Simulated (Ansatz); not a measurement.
A surface is cut from this relaxed crystal of PtSe2:

Space group P-3m1 (No. 164). a = 3.760 Å, b = 3.760 Å, c = 4.863 Å, α = 90.00°, β = 90.00°, γ = 120.00°
```json
{"atom": "Pt", "site": "1a", "symmetry": "-3m.", "x": "0.0000", "y": "0.0000", "z": "0.0000"}
{"atom": "Se", "site": "2d", "symmetry": "3m.", "x": "0.3333", "y": "0.6667", "z": "0.2608"}
```

Miller indices refer to the conventional cell of P-3m1 (No. 164), a = 3.760 Å, b = 3.760 Å, c = 4.863 Å, α = 90.00°, β = 90.00°, γ = 120.00°.

Consider the (001) slab of 6 planes, 7.4 Å thick with 15 Å of vacuum as cut; outer planes Se (top) and Se (bottom), all atoms relaxed.

Method: DFT PBEsol, scalar-relativistic, plane waves, PAW (Ansatz). Cutoff 420 eV; k points 9×9×1 on the computed 6-atom cell (Γ-centred); Gaussian smearing, width 0.10 eV; no spin polarisation. A dipole correction removes the field between periodic images along c.

The cut is weakly bound, and this functional has no dispersion correction. The thin slab has a gap of 0.33 eV, which the bulk, a metal, lacks.

(1) Estimate the surface energy (mean of both faces).

(2) The top two planes lie 1.268 Å apart in the bulk. How does relaxation change this?

Slabs this thin can still miss converged surface energies by a few hundredths of a J/m² and work functions by about a tenth of an eV.

Spin-orbit coupling is left out, which matters for the bands of heavy elements. An odd k mesh misses the midpoints of the zone's edges, so a slab's gap and band edges read on it can be off. Gaps are read on the k points sampled, so a band crossing between them can be missed.

## Answers

(1) 0.11 J/m².

(2) The spacing becomes 1.273 Å (+0.4 %).

Worked out: the slab's 6 atoms lie 0.163 eV above the same atoms in the bulk. Shared over two faces of 12.25 Å² this is 6.7 meV/Å², and 1 eV/Å² is 16.02 J/m², which gives 0.11 J/m². The cut crosses no short bond: it runs through the gap between layers; without a dispersion correction the cost comes out too low.

The low surface energy and the almost unchanged outer Pt-Se spacing have the same origin: the cut leaves each Se with its bonds to Pt intact and a lone pair pointing outwards. With no dangling bonds to saturate, the surface has little reason to relax or reconstruct.

The gap of 0.33 eV fits the known passage of PtSe2 from semimetal to semiconductor on thinning. Within a layer, low-spin Pt(IV) has a filled lower d set, which favours a gap. In the bulk, Se p orbitals pointing across the space between layers overlap and broaden the bands until valence and conduction states overlap in energy. A slab of two layers has only one such contact, so this broadening is cut short.

The bulk c axis is clearly shorter than the measured one, probably because PBEsol makes the Se-Se contact between layers too attractive at short range. This would exaggerate the interlayer coupling and with it the bulk's metallic character. A single slab thickness doesn't show at how many layers the gap closes.
